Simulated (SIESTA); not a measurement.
Crystal: Sr.

```
CELL_PARAMETERS angstrom
-2.43500 2.43500 2.43500
2.43500 -2.43500 2.43500
2.43500 2.43500 -2.43500
ATOMIC_POSITIONS crystal
Sr 0.00000 0.00000 0.00000
```

This isn't the form of Sr at room conditions, which is fcc.

- Program: SIESTA 5.4.2
- Task: single point
- Functional: PBE
- Potentials or basis: PseudoDojo 0.4 standard (PBE files)
- Basis: DZP (energy shift 0.003 Ry; two zetas on semicore shells; d shell added on Sr)
- Grid cutoff: 500 Ry
- Energy shift: 0.003 Ry
- k mesh: 8 × 8 × 8
- Occupations: fermi-dirac, width 0.05 eV
- Spin: no spin polarisation

On this cell: pressure -0.7 GPa; band gap on the k mesh none (metal or under the smearing width).

The same run follows on a disturbed copy (cell strained at random at fixed volume):

```xyz
1
Lattice="-2.3802 2.4776 2.4247 2.3779 -2.5186 2.4635 2.3656 2.5040 -2.4657" Properties=species:S:1:pos:R:3 pbc="T T T"
Sr   -0.0510   -0.0162    0.0820
```

What does the disturbed cell give?

The energy (extrapolated to zero smearing) moves by +1.1 meV/atom; pressure -0.7 GPa; band gap on the k mesh none (metal or under the smearing width).

Stress tensor (GPa, compression positive):
```
-0.59  0.07  0.01
 0.07 -0.73  0.18
 0.01  0.18 -0.69
```

Caveats: the cell was measured hot, at 901 K; the basis of atomic orbitals isn't converged, which shifts pressures, moduli and gaps.
